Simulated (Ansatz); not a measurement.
The system is NiSb (Breithauptite).

```xyz
4
Lattice="3.9280 0.0000 0.0000 -1.9640 3.4017 0.0000 0.0000 0.0000 5.1200" Properties=species:S:1:pos:R:3 pbc="T T T"
Sb    1.9640    1.1339    3.8400
Sb    0.0000    2.2678    1.2800
Ni    0.0000    0.0000    2.5600
Ni    0.0000    0.0000    0.0000
```

Base run:

```yaml
Program: Ansatz 0.2.0
Functional: r2SCAN
Potentials_or_basis: Ansatz PAW
Cutoff: "500 eV (not typed: the program's choice for these potentials)"
k_mesh: 8 × 8 × 5
Occupations: fermi-dirac, width 0.05 eV
Spin: collinear spin, ferromagnetic start
Starting_moments: "[0.0, 0.0, 1.0, 1.0] μB"
Hubbard_terms: Ni d U = 6 eV
```

Its results: band gap on the k mesh none (metal or under the smearing width); pressure -0.9 GPa; net moment 0.00 μB per cell.

Q: The run is repeated on the same cell with these changes: hubbard terms from Ni d U = 6 eV to Ni d U = 1 eV. What comes out?

A: Band gap on the k mesh none (metal or under the smearing width); pressure -0.1 GPa; net moment 0.00 μB per cell.

Caveats: the magnetic or orbital state may not be the lowest; spin-orbit coupling is left out, which moves the levels of the heavy elements; the PAW data sets come from PBE, with cores solved anew for the run's functional, which leaves a small shift of forces and pressure; the U is typed as a test and isn't derived for this compound; the starting moments weren't kept.
